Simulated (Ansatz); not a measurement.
TiSe, 2 atoms in the cell. It takes space group F-43m (No. 216, cubic). The conventional cell has a = 6.206 Å, b = 6.206 Å, c = 6.206 Å, α = 90.00°, β = 90.00°, γ = 90.00°. Ti (site symmetry -43m) has 4 Se at 2.69 Å as nearest neighbours. Se (site symmetry -43m) is surrounded by 4 Ti at 2.69 Å. The cell comes from a database or a generator and needn't be the stable form of this composition.

| Quantity | Value |
| --- | --- |
| Program | Ansatz 0.2.0 |
| Task | projected density of states |
| Functional | r2SCAN |
| Potentials or basis | Ansatz PAW |
| Cutoff | 500 eV (not typed: the program's choice for these potentials) |
| k mesh | 8 × 8 × 8 |
| Occupations | fermi-dirac, width 0.05 eV |
| Spin | no spin polarisation |
| Hubbard terms | Ti d U = 2 eV |
| Hubbard projectors | ortho-atomic (the default) |
| Double counting | fll (the default) |

Potentials or basis: Ansatz PAW.

Command:

```bash
$ ansatz run input.yaml --threads 2 --pin off --max-ram 5632MiB --backend cpu --events-out ev --progress --plain --runs-dir out
```

Hardware: 2 threads of Arm Neoverse V1, with other jobs on the host.

Task: How long does it take, and how much memory?

Result: It took 17 s on 2 threads of Arm Neoverse V1, with other jobs on the host, peak memory 0.58 GiB. Counts: scf iterations 14, plane waves 1471, k points 29, bands 20.
